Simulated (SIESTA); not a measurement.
LiCl:

```
CELL_PARAMETERS angstrom
0.00000 2.56477 2.56477
2.56477 0.00000 2.56477
2.56477 2.56477 0.00000
ATOMIC_POSITIONS crystal
Cl 0.50000 0.50000 0.50000
Li 0.00000 0.00000 0.00000
```

Base run:

- Program: SIESTA 5.4.2
- Functional: AM05
- Potentials or basis: PseudoDojo 0.4 standard (PBEsol files)
- Basis: DZP (energy shift 0.003 Ry; two zetas on semicore shells)
- Grid cutoff: 800 Ry
- Energy shift: 0.003 Ry
- k mesh: 9 × 9 × 9
- Occupations: fermi-dirac, width 0.05 eV
- Spin: no spin polarisation

Its results: band gap on the k mesh 6.50 eV, direct; pressure 0.1 GPa.

Question: The run is repeated on the same cell with these changes: functional from AM05 to PBEsol. What comes out?

Answer: Band gap on the k mesh 6.38 eV, direct; pressure -0.9 GPa.

Caveats: the basis of atomic orbitals isn't converged, which shifts pressures, moduli and gaps; the potentials were made for another functional, which shifts forces and pressure (some runs); an odd mesh through Γ misses points on the zone boundary, where band edges often lie (some runs).

Not every run made on this cell is shown here.
